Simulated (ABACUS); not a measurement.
BN: equation of state with rPW86PBE

**Experimental background.**

From “Effect of nanostructuration on compressibility of cubic BN”, 2012, arxiv:1208.3664, for a bulk crystal of BN at 300 K: bulk modulus 395 ± 2 GPa.

BN:

```xyz
2
Lattice="0.0000 1.8130 1.8130 1.8130 0.0000 1.8130 1.8130 1.8130 0.0000" Properties=species:S:1:pos:R:3 pbc="T T T"
N     0.9065    0.9065    0.9065
B     0.0000    0.0000    0.0000
```

The cell is a database's computed one.

```json
{"Program": "ABACUS 3.10.1", "Task": "equation of state", "Functional": "rPW86PBE", "Potentials or basis": "SSSP 1.3 efficiency PBE", "Cutoff": "748 eV", "Density cutoff": "5987 eV", "Basis": "plane waves", "k mesh": "10 × 10 × 10", "Occupations": "fermi-dirac, width 0.05 eV", "Spin": "no spin polarisation"}
```

```yaml
Equilibrium_volume: 6.07 Å³/atom
Bulk_modulus: 353 GPa
Pressure_derivative_of_the_bulk_modulus: "3.7 (rough: it moves with the points fitted)"
```

Energy against volume, from the lowest point:
| volume (Å³/atom) | energy (meV/atom) |
| --- | --- |
| 5.602 | 45.75 |
| 5.840 | 10.49 |
| 6.078 | 0.00 |
| 6.317 | 10.12 |

All runs of the series together: 14 s on 4 threads of Intel(R) Xeon(R) Platinum 8259CL CPU @ 2.50GHz (Skylake/Cascade Lake), on a shared host.

Measured bulk modulus of BN: 395 GPa (300 K; quoted in “Effect of nanostructuration on compressibility of cubic BN”, 2012, arxiv:1208.3664). This calculation gives 353 GPa (-10.6 %). The fit is for a static lattice scaled at fixed shape and fixed fractional positions.

Caveat: the potentials were made for another functional, which shifts forces and pressure.
